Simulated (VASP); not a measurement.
# Mn: single point with PBE

The system is Mn.

```xyz
4
Lattice="3.6934 0.0000 0.0000 -1.8467 3.1986 0.0000 0.0000 0.0000 4.3966" Properties=species:S:1:pos:R:3 pbc="T T T"
Mn    0.0000    0.0000    1.0991
Mn    0.0000    0.0000    3.2974
Mn    0.0000    2.1324    3.2974
Mn    1.8467    1.0662    1.0991
```

The cell was built by a generator and needn't be a form met in nature.

```yaml
Program: VASP 6.6.1
Task: single point
Functional: PBE
Potentials_or_basis: VASP PAW PBE potentials, release 64 (Mn_pv)
Cutoff: 520 eV
k_mesh: 9 × 9 × 2
Occupations: gaussian, width 0.1 eV
Spin: no spin polarisation
Dipole_correction: no
Further_INCAR_settings: ALGO = Normal; EDIFF = 1e-06; NBANDS = 34
```

```json
{
 "Pressure": "0.8 GPa",
 "Band gap on the k mesh": "none (metal or under the smearing width)"
}
```

Stress tensor (GPa, compression positive):
```
1.04 0.00 0.00
0.00 1.04 0.00
0.00 0.00 0.28
```

Levels at points of the mesh, in eV from the Fermi level:
```
           k point  band 22  band 23  band 24  band 25  band 26  band 27  band 28  band 29  band 30  band 31
(0.00, 0.00, 0.00)    -1.34    -1.34    -0.87    -0.87    -0.61    -0.61    -0.10    -0.08     0.89     0.89
(0.00, 0.00, 0.50)    -1.33    -1.33    -1.33    -0.51    -0.51    -0.51    -0.51     0.46     0.46     0.61
```

Wall time 20 s on 1 thread of Intel(R) Xeon(R) 6975P-C (Granite Rapids), on a shared host, peak memory 0.17 GiB.

Caveat: the k mesh is coarse (spacing up to 0.71 Å⁻¹), so the values aren't converged; the run has no spin polarisation, though such a crystal can be magnetic. Spin polarisation is off, so any magnetic state and its effect on volume and gap are missing.
